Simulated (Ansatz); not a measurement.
**Pd under changes of volume**

One of the cells (14.750 Å³/atom); the others are scaled copies at fixed shape and fractional positions:

```xyz
1
Lattice="0.0000 1.9465 1.9465 1.9465 0.0000 1.9465 1.9465 1.9465 0.0000" Properties=species:S:1:pos:R:3 pbc="T T T"
Pd    0.0000    0.0000    0.0000
```

```yaml
Program: Ansatz 0.2.0
Functional: PBE
Potentials_or_basis: SPMS NC
Cutoff: "653 eV (not typed: the program's choice for these potentials)"
k_mesh: 12 × 12 × 12
Occupations: fermi-dirac, width 0.05 eV
Spin: no spin polarisation
```

```tsv
volume (Å³/atom)	energy over the lowest point (meV/atom)	pressure (GPa)
13.865	?	?
14.160	58.79	17.4
14.455	31.87	12.3
14.750	13.81	7.8
15.045	3.50	3.8
15.340	0.00	0.3
15.635	2.59	-2.8
```

Task: What does the run at 13.865 Å³/atom give?

Result: Energy over the lowest point 95.73 meV/atom; pressure 23.2 GPa.

Worked out: A Birch-Murnaghan fit of order 3 (a polynomial in V^(-2/3)) to the other rows has its minimum at 15.36 Å³/atom with B0 = V·E''(V) = 169 GPa and B' = 5.6. It gives 95.69 meV/atom at 13.865 Å³/atom, against the run's 95.73, and -dE/dV = 23.0 GPa, against 23.2.

Energies are extrapolated to zero smearing.
